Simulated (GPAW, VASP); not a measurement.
This is a calculation of TaN for VASP 6.6.1. 

Contents of INCAR:

```
PREC = Accurate
ENCUT = 520
EDIFF = 1E-6
ISMEAR = 0
SIGMA = 0.05
LREAL = False
LASPH = True
NELM = 80
ALGO = Normal
ISIF = 2
LWAVE = False
LCHARG = False
ISPIN = 2
MAGMOM = 0.5 0
LORBIT = 11
LMAXMIX = 4
GGA = PE
NBANDS = 19
```

Contents of KPOINTS:

```
regular mesh
0
Gamma
  7 7 7
```

The input POSCAR:

```
TaN
1.0
    0.0000000000      2.1790013100      2.1790013100
    2.1790013100      0.0000000000      2.1790013100
    2.1790013100      2.1790013100      0.0000000000
Ta N
1 1
Direct
    0.5000000000      0.5000000000      0.5000000000
    0.0000000000      0.0000000000      0.0000000000
```

Potentials or basis: VASP PAW PBE potentials, release 64 (Ta_pv, N).

The run is started by

```console
$ cat potpaw_PBE.64/Ta_pv/POTCAR potpaw_PBE.64/N/POTCAR > POTCAR
$ mpirun -np 1 vasp_std > vasp.out
```

Problem. What does the same run look like in GPAW 26.7.0 (ASE script)? Potentials or basis there: GPAW PAW data sets (gpaw-data 1.2.1), cutoff 800 eV.

Solution. As run (cutoffs and basis follow the program's own potentials, and thresholds, step limits or extra output files can differ):

The input run.py:

```python
from ase.dft.bandgap import bandgap
from ase.io import read, write
from ase.units import Bohr, GPa
from gpaw import GPAW, PW
from gpaw.elf import elf_from_dft_calculation

atoms = read('TaN.xyz')
atoms.set_initial_magnetic_moments([0.5, 0.0])

calc = GPAW(mode=PW(800),
            xc='PBE',
            kpts={'size': (7, 7, 7), 'gamma': True},
            occupations={'name': 'methfessel-paxton', 'order': 0, 'width': 0.05},
            nbands=19,
            convergence={'density': 1e-05, 'energy': 1e-05},
            maxiter=150,
            txt='gpaw.txt')
atoms.calc = calc
energy = atoms.get_potential_energy()
forces = atoms.get_forces()
stress = atoms.get_stress()
calc.write('gs.gpw')
write('result.traj', atoms)
print(f'Energy: {energy:.6f} eV')
print('Forces (eV/A):')
print(forces.round(4))
print('Stress (GPa):', (stress / GPa).round(3))
print('Moments:', calc.get_magnetic_moments().round(3))
print('Fermi level:', round(calc.get_fermi_level(), 4), 'eV')
print(f'Gap: {bandgap(calc)[0]:.4f} eV, direct: {bandgap(calc, direct=True)[0]:.4f} eV')

# fields on the real-space grid
write('density.cube', atoms, data=calc.get_pseudo_density() * Bohr**3)
write('potential.cube', atoms, data=calc.get_electrostatic_potential())
write('spin.cube', atoms, data=(calc.get_pseudo_density(spin=0) - calc.get_pseudo_density(spin=1)) * Bohr**3)
write('elf.cube', atoms, data=elf_from_dft_calculation(calc).data)
```

Contents of TaN.xyz:

```xyz
2
Lattice="0.0000000000 2.1790013100 2.1790013100 2.1790013100 0.0000000000 2.1790013100 2.1790013100 2.1790013100 0.0000000000" Properties=species:S:1:pos:R:3 pbc="T T T"
Ta     2.1790013100      2.1790013100      2.1790013100
N      0.0000000000      0.0000000000      0.0000000000
```

Potentials or basis: GPAW PAW data sets (gpaw-data 1.2.1), pw.

Run with:

```sh
$ OMP_NUM_THREADS=1 python run.py
```

Both were run:

|  | VASP | GPAW |
| --- | --- | --- |
| Pressure | 15.3 GPa | 14.3 GPa |
| Net moment | 0.00 μB per cell | 0.00 μB per cell |

The potentials hold 16 and 18 valence electrons a cell.

The magnetic state is the one that the start led to; the real crystal's order can differ.

The cell lies far from this level's equilibrium.

Pressure is positive in compression.
